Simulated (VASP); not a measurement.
# Ga3Sb (I4/mmm) in VASP: a series of runs

Runs on Ga3Sb. Level: PBE. Tasks: relaxation of cell and atoms.

Program: VASP 6.6.1. These are calculated values, not measurements. Logs are shortened: lines on timing, memory, paths and dates and some standing lists are left out, and cuts for length are marked.

**1. Starting point**

Symmetry: I4/mmm, No. 139, tetragonal system. Conventional cell: a = 4.494 Å, b = 4.494 Å, c = 8.932 Å, α = 90.00°, β = 90.00°, γ = 90.00°. Around Ga (site symmetry -4m2) lie 8 Ga at 3.17 to 3.18 Å and 4 Sb at 3.17 Å. Ga (site symmetry 4/mmm) has 8 Ga at 3.17 Å and 4 Sb at 3.18 Å as nearest neighbours. Sb (site symmetry 4/mmm) is surrounded by 12 Ga at 3.17 to 3.18 Å.

The cell was built by a generator and needn't be a form met in nature.

**2. Relaxation of cell and atoms, PBE**

Input file INCAR:

```
PREC = Accurate
ENCUT = 520
EDIFF = 1E-6
ISMEAR = 0
SIGMA = 0.1
LREAL = False
LASPH = True
NELM = 120
ALGO = Normal
ISIF = 3
LWAVE = False
LCHARG = False
GGA = PE
IBRION = 2
NSW = 90
EDIFFG = -0.01
KPAR = 4
```

Input file KPOINTS:

```
Automatic mesh
0
Gamma
  10 10 10
```

Input file POSCAR:

```
Ga3Sb
1.0
   -2.2470000000      2.2470000000      4.4660000000
    2.2470000000     -2.2470000000      4.4660000000
    2.2470000000      2.2470000000     -4.4660000000
Ga Sb
3 1
Direct
    0.7500000000      0.2500000000      0.5000000000
    0.2500000000      0.7500000000      0.5000000000
    0.5000000000      0.5000000000      0.0000000000
    0.0000000000      0.0000000000      0.0000000000
```

Potentials or basis: VASP PAW PBE potentials, release 64 (Ga_d, Sb).

Command:

```sh
> cat potpaw_PBE.64/Ga_d/POTCAR potpaw_PBE.64/Sb/POTCAR > POTCAR
> mpirun -np 4 vasp_std > vasp.out
```

OUTCAR:

```text
PREC = Accurate
   ENCUT = 520
   EDIFF = 1E-6
   ISMEAR = 0
   LREAL = False
   LASPH = True
   NELM = 120
   ISIF = 3
   GGA = PE
   IBRION = 2
   NSW = 90
   EDIFFG = -0.01

 ion  position               nearest neighbor table
   1  0.750  0.250  0.500-   4 3.17   4 3.17   4 3.17   4 3.17
   2  0.250  0.750  0.500-   4 3.17   4 3.17   4 3.17   4 3.17
   3  0.500  0.500  0.000-   4 3.18   4 3.18   4 3.18   4 3.18
   4  0.000  0.000  0.000-   1 3.17   2 3.17   1 3.17   2 3.17   1 3.17   2 3.17   1 3.17   2 3.17
                             3 3.18   3 3.18   3 3.18   3 3.18

  LATTYP: Found a body centered tetragonal cell.
 ALAT       =     4.4940000000
 C/A-ratio  =     1.9875389408

  Lattice vectors:

 A1 = (  -2.2470000000,   2.2470000000,   4.4660000000)
 A2 = (   2.2470000000,  -2.2470000000,   4.4660000000)
 A3 = (   2.2470000000,   2.2470000000,  -4.4660000000)

Analysis of symmetry for initial positions (statically):
=====================================================================
 Subroutine PRICEL returns:
 Original cell was already a primitive cell.

 Routine SETGRP: Setting up the symmetry group for a
 body centered tetragonal supercell.

 Subroutine GETGRP returns: Found 16 space group operations
 (whereof 16 operations were pure point group operations)
 out of a pool of 16 trial point group operations.

The static configuration has the point symmetry D_4h.

Analysis of symmetry for dynamics (positions and initial velocities):
=====================================================================
 Subroutine PRICEL returns:
 Original cell was already a primitive cell.

 Routine SETGRP: Setting up the symmetry group for a
 body centered tetragonal supercell.

 Subroutine GETGRP returns: Found 16 space group operations
 (whereof 16 operations were pure point group operations)
 out of a pool of 16 trial point group operations.

The dynamic configuration has the point symmetry D_4h.

 Subroutine INISYM returns: Found 16 space group operations
 (whereof 16 operations are pure point group operations),
 and found     1 'primitive' translations

----------------------------------------------------------------------------------------

                                     Primitive cell

  volume of cell :      90.1955

  direct lattice vectors                    reciprocal lattice vectors
    -2.247000000  2.247000000  4.466000000     0.000000000  0.222518914  0.111957009
     2.247000000 -2.247000000  4.466000000     0.222518914  0.000000000  0.111957009
     2.247000000  2.247000000 -4.466000000     0.222518914  0.222518914  0.000000000

  length of vectors
     5.481165387  5.481165387  5.481165387     0.249096445  0.249096445  0.314689266

  position of ions in fractional coordinates (direct lattice)
     0.750000000  0.250000000  0.500000000
     0.250000000  0.750000000  0.500000000
     0.500000000  0.500000000  0.000000000
     0.000000000  0.000000000  0.000000000

  ion indices of the primitive-cell ions
   primitive index   ion index
                 1           1
                 2           2
                 3           3
                 4           4

----------------------------------------------------------------------------------------

 KPOINTS: Automatic mesh

Automatic generation of k-mesh.
 Grid dimensions read from file:
 generate k-points for:   10   10   10

 Generating k-lattice:

  Cartesian coordinates                     Fractional coordinates (reciprocal lattice)
     0.000000000  0.022251891  0.011195701     0.100000000  0.000000000  0.000000000
     0.022251891  0.000000000  0.011195701     0.000000000  0.100000000  0.000000000
     0.022251891  0.022251891  0.000000000     0.000000000  0.000000000  0.100000000

  Length of vectors
     0.024909644  0.024909644  0.031468927

  Shift w.r.t. Gamma in fractional coordinates (k-lattice)
     0.000000000  0.000000000  0.000000000

 Subroutine IBZKPT returns following result:
 ===========================================

 Found    102 irreducible k-points:

 Following reciprocal coordinates:
            Coordinates               Weight
  0.000000  0.000000  0.000000      1.000000
  0.100000  0.000000  0.000000      8.000000
  0.200000  0.000000  0.000000      8.000000
  0.300000 -0.000000  0.000000      8.000000
  0.400000  0.000000  0.000000      8.000000
  0.500000  0.000000  0.000000      4.000000
[... 16 lines left out ...]
  0.300000  0.300000  0.000000      8.000000
  0.400000  0.300000  0.000000     16.000000
 [... further k-points ...]
   k-points           NKPTS =    102   k-points in BZ     NKDIM =    102   number of bands    NBANDS=     26
   number of dos      NEDOS =    301   number of ions     NIONS =      4
   total plane-waves  NPLWV =  74088
   dimension x,y,z NGX =    42 NGY =   42 NGZ =   42
   dimension x,y,z NGXF=    84 NGYF=   84 NGZF=   84
   ions per type =               3   1
   NGX,Y,Z   is equivalent  to a cutoff of  12.74, 12.74, 12.74 a.u.
   NGXF,Y,Z  is equivalent  to a cutoff of  25.48, 25.48, 25.48 a.u.
 SYSTEM =  unknown system
   PREC   = accura    normal or accurate (medium, high low for compatibility)
   ISTART =      0    job   : 0-new  1-cont  2-samecut
   ICHARG =      2    charge: 1-file 2-atom 10-const
   ISPIN  =      1    spin polarized calculation?
   LNONCOLLINEAR =      F non collinear calculations
   LSORBIT =      F    spin-orbit coupling
   LASPH  =      T    aspherical Exc in radial PAW
   ENCUT  =  520.0 eV  38.22 Ry    6.18 a.u.  10.19 10.19 10.19*2*pi/ulx,y,z
   NELM   =    120;   NELMIN=  2; NELMDL= -5     # of ELM steps
   EDIFF  = 0.1E-05   stopping-criterion for ELM
   LREAL  =      F    real-space projection
   EDIFFG = -.1E-01   stopping-criterion for IOM
   NSW    =     90    number of steps for IOM
   IBRION =      2    ionic relax: 0-MD 1-quasi-New 2-CG
   NFREE  =      1    steps in history (QN), initial steepest desc. (CG)
   ISIF   =      3    stress and relaxation
   ISYM   =      2    0-nonsym 1-usesym 2-fastsym
   POTIM  = 0.5000    time-step for ionic-motion
   TEBEG  =    0.0;   TEEND  =   0.0 temperature during run
   PSTRESS=    0.0 pullay stress
   NELECT =      44.0000    total number of electrons
   NUPDOWN=      -1.0000    fix difference up-down
   EMIN   =  10.00;   EMAX   =-10.00  energy-range for DOS
   EFERMI =   0.00;   METHOD = LEGACY
   ISMEAR =     0;   SIGMA  =   0.10  broadening in eV -4-tet -1-fermi 0-gaus
   EFERMI_NEDOS =   21; number of points for ismear=-14 and -15
   IALGO  =     38    algorithm
   IMIX   =      4    mixing-type and parameters
     AMIX     =   0.40;   BMIX     =  1.00
     AMIX_MAG =   1.60;   BMIX_MAG =  1.00
  volume/ion in A,a.u.               =      22.55       152.17
  Fermi-wavevector in a.u.,A,eV,Ry     =   1.288736  2.435359 22.597122  1.660842
  Thomas-Fermi vector in A             =   2.420672
   LORBIT       =      0    0 simple, 1 ext, 2 COOP (PROOUT), +10 PAW based schemes
   GGA     = PE    functional components
   LHFCALC =     F    Hartree Fock is set to
   AEXX    =    0.0000 exact exchange contribution
   IVDW    =     0    specifies the selected vdW correction
   LEPSILON=     F    determine dielectric tensor
   LRPA    =     F    only Hartree local field effects (RPA)
 conjugate gradient relaxation of ions
 non-spin polarized calculation
 Gauss-broadening in eV      SIGMA  =   0.10
  energy-cutoff  :      520.00
  volume of cell :       90.20
 maximum number of plane-waves:      2445
 NGX is ok and might be reduce to    42
   NGX = 21   NGY = 21   NGZ = 21

--------------------------------------- Ionic step        1  -------------------------------------------

 number of electron      44.0000001 magnetization

 Free energy of the ion-electron system (eV)
  ---------------------------------------------------
  ext. energy  EPLUGINS =         0.00000000
  ---------------------------------------------------
  free energy    TOTEN  =       -12.57084654 eV

  energy without entropy =      -12.56332123  energy(sigma->0) =      -12.56708389

------------------------ aborting loop because EDIFF is reached ----------------------------------------

  FORCE on cell =-STRESS in cart. coord.  units (eV):
  Direction    XX          YY          ZZ          XY          YZ          ZX
  --------------------------------------------------------------------------------------
  -------------------------------------------------------------------------------------
  Total       -0.4774113     -0.4774113     -0.4154168      0.0000000      0.0000000      0.0000000
  in kB       -8.4804404     -8.4804404     -7.3792084      0.0000000      0.0000000      0.0000000
  external PRESSURE =      -8.1133631 kB  Pullay stress =       0.0000000 kB
[... 213 lines left out ...]
  energy  without entropy=      -12.5678471684  energy(sigma->0) =      -12.57146068

--------------------------------------- Ionic step        7  -------------------------------------------

 number of electron      43.9999986 magnetization

 Free energy of the ion-electron system (eV)
  ---------------------------------------------------
  ext. energy  EPLUGINS =         0.00000000
  ---------------------------------------------------
  free energy    TOTEN  =       -12.57517059 eV

  energy without entropy =      -12.56805265  energy(sigma->0) =      -12.57161162

 E-fermi :   5.9213     XC(G=0): -10.4781

 val. band max:        5.9108942807   @ k =  -0.3000   0.3000   0.2000
 cond. band min:       5.9380310604   @ k =  -0.4000  -0.4000   0.1000
 fundamental gap:      0.0271367796
 Fermi energy:         5.9212815434

 k-point     1 :       0.0000    0.0000    0.0000
  band No.  band energies     occupation
      1      -8.9666      2.00000
      2      -8.9313      2.00000
      3      -8.9151      2.00000
      4      -8.8923      2.00000
      5      -8.8923      2.00000
      6      -8.8835      2.00000
[... 685 lines left out ...]
     25       9.7451      0.00000
     26       9.8422      0.00000

 [... further k-points ...]

------------------------ aborting loop because EDIFF is reached ----------------------------------------

  FORCE on cell =-STRESS in cart. coord.  units (eV):
  Direction    XX          YY          ZZ          XY          YZ          ZX
  --------------------------------------------------------------------------------------
  -------------------------------------------------------------------------------------
  Total       -0.0003799     -0.0003799      0.0376933      0.0000000      0.0000000      0.0000000
  in kB       -0.0068778     -0.0068778      0.6823850      0.0000000      0.0000000      0.0000000
  external PRESSURE =       0.2228764 kB  Pullay stress =       0.0000000 kB
[... 19 lines left out ...]
  FREE ENERGIE OF THE ION-ELECTRON SYSTEM (eV)
  ---------------------------------------------------
  free  energy   TOTEN  =       -12.5751705866 eV

  energy  without entropy=      -12.5680526535  energy(sigma->0) =      -12.57161162

 reached required accuracy - stopping structural energy minimisation
```

Wall time 4.6 min (4 MPI ranks of Intel Xeon Platinum 8488C (Sapphire Rapids), shared host); peak memory 0.42 GiB.

Results:

* Free energy: -12.5752 eV
* Relaxed volume: 22.13 Å³/atom
* Relaxed cell: a = 5.455 Å, b = 5.455 Å, c = 5.455 Å, α = 131.75°, β = 131.75°, γ = 70.62°
* Space group after relaxing (to 0.05 Å): I4/mmm (No. 139)
* Energy gained by relaxing: 1.1 meV/atom
* Ionic steps: 7
* Pressure after relaxing: 0.0 GPa
* Band gap on the k mesh: none (metal or under the smearing width)

The path:
| step | energy change (eV) | largest force (eV/Å) | pressure (GPa) | volume (Å³) |
| --- | --- | --- | --- | --- |
| 1 | 0.0000 | 0.0000 | -0.81 | 90.20 |
| 2 | -0.0041 | 0.0000 | -0.17 | 88.71 |
| 3 | -0.0041 | 0.0000 | 0.11 | 88.32 |
| 4 | -0.0042 | 0.0000 | 0.03 | 88.47 |
| 5 | -0.0042 | 0.0000 | 0.00 | 88.51 |
| 6 | -0.0042 | 0.0000 | 0.02 | 88.51 |
| 7 | -0.0043 | 0.0000 | 0.02 | 88.50 |

Final structure:
```xyz
4
Lattice="-2.2295 2.2295 4.4513 2.2295 -2.2295 4.4513 2.2295 2.2295 -4.4513" Properties=species:S:1:pos:R:3 pbc="T T T"
Ga    0.0000    2.2295    2.2257
Ga    2.2295    0.0000    2.2257
Ga    0.0000    0.0000    4.4513
Sb    0.0000    0.0000    0.0000
```

The run has no spin-orbit coupling, so splittings on Sb are missing.

**3. Relaxation of cell and atoms, PBE**

This run uses another cell than the first one, of 22.13 Å³/atom, 0.981 times its volume.

Edit INCAR of step 2 so:

```diff
@@ -2,3 +2,3 @@
 ENCUT = 520
-EDIFF = 1E-6
+EDIFF = 1E-7
 ISMEAR = 0
@@ -14,4 +14,5 @@
 IBRION = 2
-NSW = 90
-EDIFFG = -0.01
+NSW = 60
+EDIFFG = -0.005
+POTIM = 0.3
 KPAR = 4
```

KPOINTS is that of step 2.

Input file POSCAR:

```
Ga3Sb                                   
1.0
   -2.2294510317      2.2294510317      4.4513290341
    2.2294510317     -2.2294510317      4.4513290341
    2.2294510317      2.2294510317     -4.4513290341
  Ga              Sb            
     3     1
Direct
     0.7500000000000000    0.2500000000000000    0.5000000000000000
     0.2500000000000000    0.7500000000000000    0.5000000000000000
     0.5000000000000000    0.5000000000000000    0.0000000000000000
     0.0000000000000000    0.0000000000000000    0.0000000000000000
```

Potentials or basis: VASP PAW PBE potentials, release 64 (Ga_d, Sb).

Command:

```sh
> cat potpaw_PBE.64/Ga_d/POTCAR potpaw_PBE.64/Sb/POTCAR > POTCAR
> mpirun -np 4 vasp_std > vasp.out
```

OUTCAR:

```text
PREC = Accurate
   ENCUT = 520
   EDIFF = 1E-7
   ISMEAR = 0
   LREAL = False
   LASPH = True
   NELM = 120
   ISIF = 3
   GGA = PE
   IBRION = 2
   NSW = 60
   EDIFFG = -0.005
   POTIM = 0.3

 ion  position               nearest neighbor table
   1  0.750  0.250  0.500-   4 3.15   4 3.15   4 3.15   4 3.15
   2  0.250  0.750  0.500-   4 3.15   4 3.15   4 3.15   4 3.15
   3  0.500  0.500  0.000-   4 3.15   4 3.15   4 3.15   4 3.15
   4  0.000  0.000  0.000-   1 3.15   2 3.15   1 3.15   2 3.15   1 3.15   2 3.15   1 3.15   2 3.15
                             3 3.15   3 3.15   3 3.15   3 3.15

  LATTYP: Found a body centered tetragonal cell.
 ALAT       =     4.4589020634
 C/A-ratio  =     1.9966031865

  Lattice vectors:

 A1 = (  -2.2294510317,   2.2294510317,   4.4513290341)
 A2 = (   2.2294510317,  -2.2294510317,   4.4513290341)
 A3 = (   2.2294510317,   2.2294510317,  -4.4513290341)

Analysis of symmetry for initial positions (statically):
=====================================================================
 Subroutine PRICEL returns:
 Original cell was already a primitive cell.
[... 183 lines left out ...]
  --------------------------------------------------------------------------------------
  -------------------------------------------------------------------------------------
  Total        0.0027583      0.0027583      0.0426597      0.0000000      0.0000000      0.0000000
  in kB        0.0499345      0.0499345      0.7722937      0.0000000      0.0000000      0.0000000
  external PRESSURE =       0.2907209 kB  Pullay stress =       0.0000000 kB
[... 177 lines left out ...]
--------------------------------------- Ionic step        6  -------------------------------------------

 number of electron      43.9999986 magnetization

 Free energy of the ion-electron system (eV)
  ---------------------------------------------------
  ext. energy  EPLUGINS =         0.00000000
  ---------------------------------------------------
  free energy    TOTEN  =       -12.57514767 eV

  energy without entropy =      -12.56805019  energy(sigma->0) =      -12.57159893

 E-fermi :   5.9106     XC(G=0): -10.4735

 val. band max:        5.9023796127   @ k =  -0.3000   0.3000   0.2000
 cond. band min:       5.9245381282   @ k =  -0.4000   0.2000   0.1000
 fundamental gap:      0.0221585155
 Fermi energy:         5.9105790173

 k-point     1 :       0.0000    0.0000    0.0000
  band No.  band energies     occupation
      1      -8.9762      2.00000
      2      -8.9408      2.00000
      3      -8.9247      2.00000
      4      -8.9018      2.00000
      5      -8.9018      2.00000
      6      -8.8931      2.00000
[... 685 lines left out ...]
     25       9.7283      0.00000
     26       9.8305      0.00000

 [... further k-points ...]

------------------------ aborting loop because EDIFF is reached ----------------------------------------

  FORCE on cell =-STRESS in cart. coord.  units (eV):
  Direction    XX          YY          ZZ          XY          YZ          ZX
  --------------------------------------------------------------------------------------
  -------------------------------------------------------------------------------------
  Total       -0.0133956     -0.0133956      0.0169998      0.0000000      0.0000000      0.0000000
  in kB       -0.2422677     -0.2422677      0.3074516      0.0000000      0.0000000      0.0000000
  external PRESSURE =      -0.0590279 kB  Pullay stress =       0.0000000 kB
[... 19 lines left out ...]
  FREE ENERGIE OF THE ION-ELECTRON SYSTEM (eV)
  ---------------------------------------------------
  free  energy   TOTEN  =       -12.5751476725 eV

  energy  without entropy=      -12.5680501882  energy(sigma->0) =      -12.57159893

 reached required accuracy - stopping structural energy minimisation
```

OSZICAR:

```text
N       E                     dE             d eps       ncg     rms          rms(c)
DAV:   1     0.272863721332E+03    0.27286E+03   -0.21658E+04  5314   0.271E+03
DAV:   2     0.156984178877E+02   -0.25717E+03   -0.25394E+03  5774   0.500E+02
DAV:   3    -0.116556409201E+02   -0.27354E+02   -0.26794E+02  6114   0.137E+02
DAV:   4    -0.126093566015E+02   -0.95372E+00   -0.93493E+00  6396   0.250E+01
[... 44 lines left out ...]
       N       E                     dE             d eps       ncg     rms          rms(c)
DAV:   1    -0.125751513089E+02   -0.34745E-05   -0.60160E-05  6428   0.955E-02    0.118E-02
DAV:   2    -0.125751485173E+02    0.27915E-05   -0.76804E-06  6068   0.426E-02    0.582E-03
DAV:   3    -0.125751476773E+02    0.83998E-06   -0.11030E-06  6516   0.175E-02    0.136E-03
DAV:   4    -0.125751476725E+02    0.48158E-08   -0.21389E-07  3794   0.152E-02
   6 F= -.12575148E+02 E0= -.12571599E+02  d E =-.170488E-04
```

Wall time 3.7 min (4 MPI ranks of Intel Xeon Platinum 8488C (Sapphire Rapids), shared host); peak memory 0.41 GiB.

What came out:

* Free energy: -12.5751 eV
* Relaxed volume: 22.15 Å³/atom
* Relaxed cell: a = 5.458 Å, b = 5.458 Å, c = 5.458 Å, α = 131.78°, β = 131.78°, γ = 70.58°
* Space group after relaxing (to 0.05 Å): I4/mmm (No. 139)
* Energy gained by relaxing: 0.0 meV/atom
* Ionic steps: 6
* Pressure after relaxing: 0.0 GPa
* Band gap on the k mesh: none (metal or under the smearing width)

Final structure:
```
CELL_PARAMETERS angstrom
-2.22958 2.22958 4.45524
2.22958 -2.22958 4.45524
2.22958 2.22958 -4.45524
ATOMIC_POSITIONS crystal
Ga 0.75000 0.25000 0.50000
Ga 0.25000 0.75000 0.50000
Ga 0.50000 0.50000 0.00000
Sb 0.00000 0.00000 0.00000
```

Levels at points of the mesh, in eV from the Fermi level:
| k point | band 18 | band 19 | band 20 | band 21 | band 22 | band 23 | band 24 | band 25 | band 26 |
| --- | --- | --- | --- | --- | --- | --- | --- | --- | --- |
| (0.00, 0.00, 0.00) | -3.26 | -2.73 | -2.32 | -1.76 | -1.76 | -0.35 | -0.35 | 0.57 | 0.87 |
| (0.50, 0.00, 0.00) | -5.14 | -4.66 | -1.28 | -0.92 | -0.56 | 0.08 | 1.82 | 3.05 | 3.31 |
| (0.50, 0.50, 0.00) | -5.73 | -5.13 | -4.60 | -4.11 | 0.29 | 0.66 | 0.82 | 1.45 | 6.45 |
| (0.50, 0.50, 0.50) | -4.23 | -3.20 | -3.20 | -2.98 | 2.42 | 3.30 | 3.30 | 3.96 | 5.13 |

The run has no spin-orbit coupling, so splittings on Sb are missing.
